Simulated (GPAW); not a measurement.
# CdF2 (Fm-3m) in GPAW: reference runs

How does CdF2 come out in PBEsol? The cell is run as given.

Program: GPAW 26.7.0. These are calculated values, not measurements. Logs are shortened: lines on timing, memory, paths and dates and some standing lists are left out, and cuts for length are marked. The log counts tension as positive stress, the text compression.

## 1. Starting point

Symmetry: Fm-3m, No. 225, cubic system. Conventional cell: a = 5.388 Å, b = 5.388 Å, c = 5.388 Å, α = 90.00°, β = 90.00°, γ = 90.00°. Cd (site symmetry m-3m) is surrounded by 8 F at 2.33 Å. Around F (site symmetry -43m) lie 4 Cd at 2.33 Å.

## 2. Single point, PBEsol

The input, run.py:

```python
from ase import Atoms
from ase.dft.bandgap import bandgap
from ase.io import write
from ase.units import GPa
from gpaw import GPAW, PW, setup_paths

setup_paths.insert(0, '.')

atoms = Atoms(['Cd', 'F', 'F'],
              cell=[[0.0, 2.694, 2.694],
                    [2.694, 0.0, 2.694],
                    [2.694, 2.694, 0.0]],
              scaled_positions=[[0.0, 0.0, 0.0],
                                [0.75, 0.75, 0.75],
                                [0.25, 0.25, 0.25]],
              pbc=True)

calc = GPAW(mode=PW(800),
            xc='PBEsol',
            kpts={'size': (9, 9, 9), 'gamma': True},
            occupations={'name': 'fermi-dirac', 'width': 0.05},
            nbands=24,
            convergence={'density': 1e-05, 'energy': 1e-05},
            maxiter=150,
            txt='gpaw.txt')
atoms.calc = calc
energy = atoms.get_potential_energy()
forces = atoms.get_forces()
stress = atoms.get_stress()
calc.write('gs.gpw')
write('result.traj', atoms)
print(f'Energy: {energy:.6f} eV')
print('Forces (eV/A):')
print(forces.round(4))
print('Stress (GPa):', (stress / GPa).round(3))
print('Fermi level:', round(calc.get_fermi_level(), 4), 'eV')
print(f'Gap: {bandgap(calc)[0]:.4f} eV, direct: {bandgap(calc, direct=True)[0]:.4f} eV')
```

Potentials or basis: PAW data sets generated in the run's folder for this functional, pw.

On the command line:

```console
> gpaw-setup -f PBEsol Cd F
> OMP_NUM_THREADS=1 python run.py
```

gpaw.txt:

```text
__  _  _
 | _ |_)|_||  |
 |__||  | ||/\| - 26.7.0

Input parameters:
  mode=PW(ecut=800.0),
  convergence={'density': 1e-05, 'energy': 1e-05},
  kpts=MonkhorstPack(size=(9, 9, 9), gamma=True),
  maxiter=150,
  nbands=24,
  occupations=Occupations(name='fermi-dirac', width=0.05),
  xc=XC(name='PBEsol')

Diagonalizing LCAO Hamiltonian
Converting LCAO to pw mode

                    F

           F

       Cd

Atoms  # Å, Bohr magnetons
|   | symbol |        x |        y |        z |    initial magnetic moments |
|---|--------|----------|----------|----------|-----------------------------|
| 0 |     Cd | 0.000000 | 0.000000 | 0.000000 | ( 0.0000,  0.0000,  0.0000) |
| 1 |      F | 4.041000 | 4.041000 | 4.041000 | ( 0.0000,  0.0000,  0.0000) |
| 2 |      F | 1.347000 | 1.347000 | 1.347000 | ( 0.0000,  0.0000,  0.0000) |

Unit cell  # Å
| periodic |        x |        y |        z |  lengths |    angles |
|----------|----------|----------|----------|----------|-----------|
|      yes | 0.000000 | 2.694000 | 2.694000 | 3.809891 | 60.000000 |
|      yes | 2.694000 | 0.000000 | 2.694000 | 3.809891 | 60.000000 |
|      yes | 2.694000 | 2.694000 | 0.000000 | 3.809891 | 60.000000 |

Number of symmetries: 48
Symmetry operations  # r_c * U_cc + t_c -> r_c
|    | kind |            matrix            |
|----|------|------------------------------|
|  0 |  σ   |  1, 0, 0,  1, 0,-1,  1,-1, 0 |
|  1 |  C2  |  1, 0, 0,  1,-1, 0,  1, 0,-1 |
|  2 |  E   |  1, 0, 0,  0, 1, 0,  0, 0, 1 |
|  3 |  σ   |  1, 0, 0,  0, 0, 1,  0, 1, 0 |
|  4 |  C4  |  1, 0,-1,  1, 0, 0,  1,-1, 0 |
|  5 |  S6  |  1, 0,-1,  1,-1, 0,  1, 0, 0 |
|  6 |  σ   |  1, 0,-1,  0, 1,-1,  0, 0,-1 |
|  7 |  C3  |  1, 0,-1,  0, 0,-1,  0, 1,-1 |
|  8 |  S6  |  1,-1, 0,  1, 0, 0,  1, 0,-1 |
|  9 |  C4  |  1,-1, 0,  1, 0,-1,  1, 0, 0 |
| 10 |  C3  |  1,-1, 0,  0,-1, 1,  0,-1, 0 |
| 11 |  σ   |  1,-1, 0,  0,-1, 0,  0,-1, 1 |
| 12 |  σ   |  0, 1, 0,  1, 0, 0,  0, 0, 1 |
| 13 |  C4  |  0, 1, 0,  0, 1,-1, -1, 1, 0 |
| 14 |  C3  |  0, 1, 0,  0, 0, 1,  1, 0, 0 |
| 15 |  S6  |  0, 1, 0, -1, 1, 0,  0, 1,-1 |
| 16 |  C2  |  0, 1,-1,  1, 0,-1,  0, 0,-1 |
| 17 |  σ   |  0, 1,-1,  0, 1, 0, -1, 1, 0 |
| 18 |  S4  |  0, 1,-1,  0, 0,-1,  1, 0,-1 |
| 19 |  C4  |  0, 1,-1, -1, 1, 0,  0, 1, 0 |
| 20 |  C3  |  0, 0, 1,  1, 0, 0,  0, 1, 0 |
| 21 |  σ   |  0, 0, 1,  0, 1, 0,  1, 0, 0 |
| 22 |  S6  |  0, 0, 1,  0,-1, 1, -1, 0, 1 |
| 23 |  C4  |  0, 0, 1, -1, 0, 1,  0,-1, 1 |
| 24 |  S4  |  0, 0,-1,  1, 0,-1,  0, 1,-1 |
| 25 |  C3  |  0, 0,-1,  0, 1,-1,  1, 0,-1 |
| 26 |  C2  |  0, 0,-1,  0,-1, 0, -1, 0, 0 |
| 27 |  S6  |  0, 0,-1, -1, 0, 0,  0,-1, 0 |
| 28 |  S4  |  0,-1, 1,  1,-1, 0,  0,-1, 0 |
| 29 |  C4  |  0,-1, 1,  0, 0, 1, -1, 0, 1 |
| 30 |  C2  |  0,-1, 1,  0,-1, 0,  1,-1, 0 |
| 31 |  σ   |  0,-1, 1, -1, 0, 1,  0, 0, 1 |
| 32 |  C3  |  0,-1, 0,  1,-1, 0,  0,-1, 1 |
| 33 |  S6  |  0,-1, 0,  0, 0,-1, -1, 0, 0 |
| 34 |  S4  |  0,-1, 0,  0,-1, 1,  1,-1, 0 |
| 35 |  C2  |  0,-1, 0, -1, 0, 0,  0, 0,-1 |
| 36 |  C2  | -1, 1, 0,  0, 1, 0,  0, 1,-1 |
| 37 |  S6  | -1, 1, 0,  0, 1,-1,  0, 1, 0 |
| 38 |  S4  | -1, 1, 0, -1, 0, 1, -1, 0, 0 |
| 39 |  C3  | -1, 1, 0, -1, 0, 0, -1, 0, 1 |
| 40 |  S6  | -1, 0, 1,  0, 0, 1,  0,-1, 1 |
| 41 |  C2  | -1, 0, 1,  0,-1, 1,  0, 0, 1 |
| 42 |  C3  | -1, 0, 1, -1, 1, 0, -1, 0, 0 |
| 43 |  S4  | -1, 0, 1, -1, 0, 0, -1, 1, 0 |
| 44 |  C2  | -1, 0, 0,  0, 0,-1,  0,-1, 0 |
| 45 |  i   | -1, 0, 0,  0,-1, 0,  0, 0,-1 |
| 46 |  σ   | -1, 0, 0, -1, 1, 0, -1, 0, 1 |
| 47 |  C2  | -1, 0, 0, -1, 0, 1, -1, 1, 0 |

BZ-sampling:
  Number of BZ points: 729
  Number of IBZ points: 35

  Monkhorst-Pack size: [9, 9, 9]
  Monkhorst-Pack shift: [0, 0, 0]

K-points  # in reciprocal-cell coordinates
|     |                                coordinates |     weight |
|-----|--------------------------------------------|------------|
|   0 | (  0.00000000,   0.00000000,   0.00000000) | 0.00137174 |
|   1 | (  0.11111111,   0.11111111,   0.00000000) | 0.00823045 |
|   2 | (  0.11111111,   0.11111111,   0.11111111) | 0.01097394 |
|   3 | (  0.22222222,   0.11111111,   0.11111111) | 0.01646091 |
|   4 | (  0.22222222,   0.22222222,   0.00000000) | 0.00823045 |
|   5 | (  0.22222222,   0.22222222,   0.11111111) | 0.03292181 |
|   6 | (  0.22222222,   0.22222222,   0.22222222) | 0.01097394 |
|   7 | (  0.33333333,   0.22222222,   0.11111111) | 0.03292181 |
|   8 | (  0.33333333,   0.22222222,   0.22222222) | 0.03292181 |
|   9 | (  0.33333333,   0.33333333,  -0.33333333) | 0.01646091 |
| ... |                                            |            |
|  34 | (  0.44444444,   0.44444444,   0.44444444) | 0.01097394 |

Plane wave coefficients: 2020
Cutoff: 800.0 eV

Spin-components: 1 (collinear spins)
Bands:           24
Projectors:      16
Spin-degeneracy: 2
Datatype:        complex128

Parallelization:
  kpt:    1
  domain: 1
  band:   1

Density:
  Valence electrons: 26.0
  Components: 1
  Grid points: [25 25 25]
  Charge: 0.0  # |e|

Potential:
  Grid points: [25 25 25]

species:
  Cd:
    name:    Cadmium
    Z:       48.0
    valence: 12
    core:    36
    charge:  0.0  # [|e|]
    compensation charges:
      type: gauss
      rc: 0.38  # [Å]
      lmax: 2
    cutoffs:
      filter: 2.12  # [Å]
      core: 2.62  # [Å]
    projectors
    | kind |    occ | energy [eV] | rcut [Å] |
    |------|--------|-------------|----------|
    |   5s |  2.000 |      -5.696 |    1.191 |
    |   5p |  0.000 |      -1.145 |    1.228 |
    |   4d | 10.000 |     -11.735 |    1.164 |
    |    s |        |      21.516 |    1.191 |
    |    p |        |      26.066 |    1.228 |
    |    d |        |      15.476 |    1.164 |

    Using partial waves for Cd as LCAO basis

  F:
    name:    Fluorine
    Z:       9.0
    valence: 7
    core:    2
    charge:  0.0  # [|e|]
    compensation charges:
      type: gauss
      rc: 0.20  # [Å]
      lmax: 2
    cutoffs:
      filter: 1.14  # [Å]
      core: 0.74  # [Å]
    projectors
    | kind |    occ | energy [eV] | rcut [Å] |
    |------|--------|-------------|----------|
    |   2s |  2.000 |     -29.719 |    0.635 |
    |   2p |  5.000 |     -11.050 |    0.635 |
    |    s |        |      -2.507 |    0.635 |
    |    p |        |      16.162 |    0.635 |
    |    d |        |       0.000 |    0.635 |

    Using partial waves for F as LCAO basis

Reference energy: -157514.336640  # eV

eigensolver:
  PPCG
  Converge bands: occupied
  niter=2

density mixing:
  MSR1-Mixer
  Pratt-step length: 0.05
  Maximum mixing coefficient: 0.75
  Old densities: 10
  SVD Regularization: 0.005
  Good broyden scale: 1.0
  Trust region scale: 1.0
  Backstep threshold: 4.0
  History deletion threshold: 6.0
  Fourier metric: weight=20.0, sigma=0.015

occupation numbers:
  Fermi-Dirac:
    width: 0.0500  # eV

poisson solver:
  ecut: 6400.0  # eV

xc functional:
  name: PBEsol with 2 nearest neighbor stencil

convergence criteria:
- Maximum integral of absolute [dens]ity change: 1e-05 electrons / valence electron
- Maximum [total energy] change in last 3 cyles: 1e-05 eV / valence electron
- Maximum integral of absolute [eigenst]ate change: 4e-08 eV^2 / valence electron
maximum number of iterations: 150

SCF iterations
|iter     | |      energy | eigst |  dens |
|---------|-|-------------|-------|-------|
|iter:   1| |  -13.187553 | -0.60 |       |
|iter:   2| |  -12.819467 | -2.34 | -1.07 |
|iter:   3| |  -11.767186 | -0.85 | -1.11 |
|iter:   4| |  -11.747076 | -3.02 | -1.57 |
|iter:   5| |  -11.742574 | -3.51 | -1.89 |
|iter:   6| |  -11.742653 | -5.75 | -3.04 |
|iter:   7| |  -11.742674c| -6.11 | -3.43 |
|iter:   8| |  -11.742674c| -8.23c| -4.70 |
|iter:   9| |  -11.742674c| -8.08c| -5.09c|

Converged in 9 steps
Energy contributions relative to reference atoms: (reference = -157514.336640)

Energy contributions:
  Kinetic:          33.065863
  Coulomb:         -29.622043
  Zero:              0.108298
  External:          0.000000
  Xc:              -15.294791
  Entropy:          -0.000000
  Spinorbit:         0.000000
  ----------------------------
  Free energy:     -11.742674
  Extrapolated:    -11.742674

dipole moment: (-17.417228, -17.417228, -17.417228)  # |e|*Ang

Fermi level: 2.768
Eigenvalues  # (at kpt = [0.000, 0.000, 0.000])
| band index |      eig [eV] | occ [0-2] |
|------------|---------------|-----------|
|          0 |       -19.005 |     2.000 |
|        ... |               |           |
|          5 |        -2.563 |     2.000 |
|          6 |        -2.563 |     2.000 |
|          7 |         0.721 |     2.000 |
|          8 |         0.721 |     2.000 |
|          9 |         0.721 |     2.000 |
|         10 |         1.283 |     2.000 |
[... 8 lines left out ...]
|         19 |        21.396 |     0.000 |
|         20 |        24.943 |     0.000 |
|        ... |               |           |
|         23 |        25.373 |     0.000 |

Gap: 2.932 eV
Transition (v -> c):
  (s=0, k=16, n=12, [0.44, 0.22, -0.22]) -> (s=0, k=0, n=13, [0.00, 0.00, 0.00])
Direct/indirect transitions are different
Direct gap: 3.364 eV
Transition at: (s=0, k=0, n=12, [0.00, 0.00, 0.00])

Forces  # eV/Ang
|        x |        y |        z |
|----------|----------|----------|
|  0.00000 | -0.00000 | -0.00000 |  # Cd   0
|  0.00000 |  0.00000 | -0.00000 |  # F    1
| -0.00000 | -0.00000 | -0.00000 |  # F    2

Stress tensor  # eV/Ang^3
|        x |         y |         z |
|----------|-----------|-----------|
| 0.013188 |  0.000000 |  0.000000 |
| 0.000000 |  0.013188 | -0.000000 |
| 0.000000 | -0.000000 |  0.013188 |

# Writing to gs.gpw (mode='')
```

It took 26 s on 1 thread of Arm Neoverse V2, shared host; peak memory 0.18 GiB.

Results:

* Free energy: -11.7427 eV
* Pressure: -2.1 GPa
* Band gap on the k mesh: 2.93 eV, indirect (least direct gap 3.36 eV)

Levels at points of the mesh, in eV from the valence-band top:
| k point | band 10 | band 11 | band 12 | band 13 | band 14 | band 15 | band 16 | band 17 |
| --- | --- | --- | --- | --- | --- | --- | --- | --- |
| (0.00, 0.00, 0.00) | -0.99 | -0.43 | -0.43 | -0.43 | 2.93 | 12.48 | 12.48 | 12.48 |

Caveat: an odd mesh through Γ misses points on the zone boundary, where band edges often lie. A hybrid or GW would open this gap; PBEsol tends to underestimate it.

## 3. Equation of state, PBEsol

The input, run.py:

```python
from ase import Atoms
from ase.eos import EquationOfState
from ase.io import Trajectory
from ase.units import GPa
from gpaw import GPAW, PW, setup_paths

setup_paths.insert(0, '.')

atoms = Atoms(['Cd', 'F', 'F'],
              cell=[[0.0, 2.694, 2.694],
                    [2.694, 0.0, 2.694],
                    [2.694, 2.694, 0.0]],
              scaled_positions=[[0.0, 0.0, 0.0],
                                [0.75, 0.75, 0.75],
                                [0.25, 0.25, 0.25]],
              pbc=True)

traj = Trajectory('eos.traj', 'w')
volumes, energies = [], []
for x in [0.94, 0.96, 0.98, 1.0, 1.02, 1.04, 1.06]:
    a = atoms.copy()
    a.set_cell(atoms.cell * x**(1 / 3), scale_atoms=True)
    calc = GPAW(mode=PW(800),
                xc='PBEsol',
                kpts={'size': (9, 9, 9), 'gamma': True},
                occupations={'name': 'fermi-dirac', 'width': 0.05},
                nbands=24,
                convergence={'density': 1e-05, 'energy': 1e-05},
                maxiter=150,
                txt=f'eos-{x:.2f}.txt')
    a.calc = calc
    energies.append(a.get_potential_energy(force_consistent=True))
    volumes.append(a.get_volume())
    p = -a.get_stress()[:3].mean() / GPa
    calc.write(f'eos-{x:.2f}.gpw')
    traj.write(a)
    print(f'{x:.2f} {volumes[-1]:10.4f} A^3 {energies[-1]:14.6f} eV {p:9.3f} GPa', flush=True)

v0, e0, B = EquationOfState(volumes, energies, eos='birchmurnaghan').fit()
print(f'V0 = {v0:.4f} A^3, E0 = {e0:.6f} eV, B0 = {B / GPa:.2f} GPa')
```

Potentials or basis: PAW data sets generated in the run's folder for this functional, pw.

On the command line:

```console
> gpaw-setup -f PBEsol Cd F
> OMP_NUM_THREADS=1 python run.py
```

Wall time 3.1 min (1 thread of Arm Neoverse V2, shared host); peak memory 0.21 GiB.

Results (log left out):

| Quantity | Value |
| --- | --- |
| Equilibrium volume | 12.97 Å³/atom |
| Bulk modulus | 110 GPa |
| Pressure derivative of the bulk modulus | 5.7 |

Energy against volume, from the lowest point:
| volume (Å³/atom) | energy (meV/atom) |
| --- | --- |
| 12.253 | 15.43 |
| 12.513 | 5.97 |
| 12.774 | 0.99 |
| 13.035 | 0.00 |
| 13.295 | 2.61 |
| 13.556 | 8.09 |
| 13.817 | 16.31 |
